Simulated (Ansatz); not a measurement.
An Ansatz input and the part of its output that reports the observables at the nuclei.

The cell is a diffraction structure from the COD whose atoms were relaxed with PBE, the cell held.

```yaml
crystal:
  lattice:
    - [3.5961, 0.0, 0.0]
    - [0.0, 3.5961, 0.0]
    - [0.0, 0.0, 5.177]
  atoms:
    - { symbol: Zr, position: [0.0, 0.0, 0.0] }
    - { symbol: Zr, position: [0.5, 0.5, 0.5] }
    - { symbol: O, position: [0.0, 0.5, 0.2011907693] }
    - { symbol: O, position: [0.0, 0.5, 0.7011907693] }
    - { symbol: O, position: [0.5, 0.0, 0.2988092307] }
    - { symbol: O, position: [0.5, 0.0, 0.7988092307] }
kpoints:
  mp_grid: { grid: [8, 8, 6] }
scf:
  occupations: { method: fermi_dirac, width: 0.02 }
hamiltonian:
  xc: pbesol
  pseudopotentials: { kind: paw }
output:
  forces: true
  stress: true
  populations: true
  efg:
    quadrupole_moments_barn: { Zr: -0.176, O: -0.02558 }
    contact_densities: true
```

```sh
ansatz run input.yaml --threads 1 --pin off --max-ram 3072MiB --backend cpu --events-out ev --progress --plain --runs-dir out
```

Of the output, the block on the nuclei alone is shown; the set-up, the SCF iterations, energies, forces and stress are cut. One atom of each set with nearly equal values is shown.

```
--- PAW observables at the nuclei: V_zz in 10²¹ V/m², potentials from the cell's mean, atoms counted from 1 ---
  atom   1  Zr V_zz =    +5.196909   η = 0.0000   by run symmetry: allowed   C_q = -22.1163 MHz
            electrostatic potential = -5926.346936 V   contact ρ = 489720.166102 e/Å³
  atom   3  O  V_zz =    +1.027884   η = 0.1750   by run symmetry: allowed   C_q = -0.6358 MHz
            electrostatic potential = -628.151623 V   contact ρ = 2143.203272 e/Å³
```

Hardware: 1 thread of Intel Xeon 6975P-C (Granite Rapids) (x86_64; 16 cores open to the job, memory cap 3.0 GiB, no GPU), a shared host with a load of 0.6 a core. Wall time 5.1 s, CPU time 5.1 s, peak memory 0.49 GiB.

Without spin–orbit coupling (the program notes it for Zr) the gradients are little affected as a rule: paired runs on crystals with a gap mostly move them by under 2 % at such atoms.
